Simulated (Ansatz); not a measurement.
The system is Sb2Pt (Geversite).

```
Pt Sb
1.0
     6.44230    0.00000    0.00000
     0.00000    6.44230    0.00000
     0.00000    0.00000    6.44230
Pt Sb
4 8
Direct
  0.00000 0.50000 0.50000
  0.50000 0.50000 0.00000
  0.50000 0.00000 0.50000
  0.00000 0.00000 0.00000
  0.37530 0.12470 0.87530
  0.12470 0.87530 0.37530
  0.87530 0.37530 0.12470
  0.62470 0.62470 0.62470
  0.62470 0.87530 0.12470
  0.87530 0.12470 0.62470
  0.12470 0.62470 0.87530
  0.37530 0.37530 0.37530
```

Base run:

* Program: Ansatz 0.2.0
* Functional: PBE
* Potentials or basis: Ansatz PAW
* Cutoff: 420 eV
* Density cutoff: 1680 eV
* k mesh: 4 × 4 × 4
* Occupations: fermi-dirac, width 0.05 eV
* Spin: no spin polarisation

Its results: band gap on the k mesh none (metal or under the smearing width); largest force 0.123 eV/Å.

The run is repeated on the same cell with these changes: functional from PBE to PBE0. What comes out?

Band gap on the k mesh 0.68 eV, indirect (least direct gap 1.01 eV); largest force 0.075 eV/Å.

PBE0 gives the wider gap, since exact exchange removes part of the self-interaction.

Caveats: spin-orbit coupling is left out, which moves the levels of the heavy elements (some runs); the PAW data sets come from PBE, with cores solved anew for the run's functional, which leaves a small shift of forces and pressure (some runs).

A k mesh can miss the band edges.

Not every run made on this cell is shown here.
